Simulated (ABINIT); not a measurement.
BAs:

```
CELL_PARAMETERS angstrom
0.00000 2.38850 2.38850
2.38850 0.00000 2.38850
2.38850 2.38850 0.00000
ATOMIC_POSITIONS crystal
As 0.75000 0.75000 0.75000
B 0.00000 0.00000 0.00000
```

Base run:

```yaml
Program: ABINIT 10.8.3 (patched build)
Functional: revPBE
Potentials_or_basis: JTH PAW PBE v2.0
Cutoff: 408 eV
k_mesh: 10 × 10 × 10
Occupations: fermi-dirac, width 0.05 eV
Spin: no spin polarisation
```

Its results: band gap on the k mesh 1.20 eV, indirect (least direct gap 3.27 eV); pressure 4.8 GPa.

Task: After a change of settings the same cell gave: band gap on the k mesh 1.09 eV, indirect (least direct gap 3.25 eV); pressure -0.5 GPa. Which change was it?
A. functional from revPBE to LDA-VWN; potentials or basis from JTH PAW PBE v2.0 to JTH PAW LDA v2.0 sp; valence electrons from 18 to 8
B. functional from revPBE to r2SCAN; cutoff from 408 eV to 490 eV; fine-grid cutoff from 816.342 eV to 979.61 eV
C. functional from revPBE to WC
D. functional from revPBE to LDA-Teter; potentials or basis from JTH PAW PBE v2.0 to JTH PAW LDA v2.0 sp; valence electrons from 18 to 8

Result: C.

WC binds more tightly than revPBE, so the same cell stands under less pressure.

Caveats: the PAW data sets were made with another functional, which shifts forces and pressure a little.
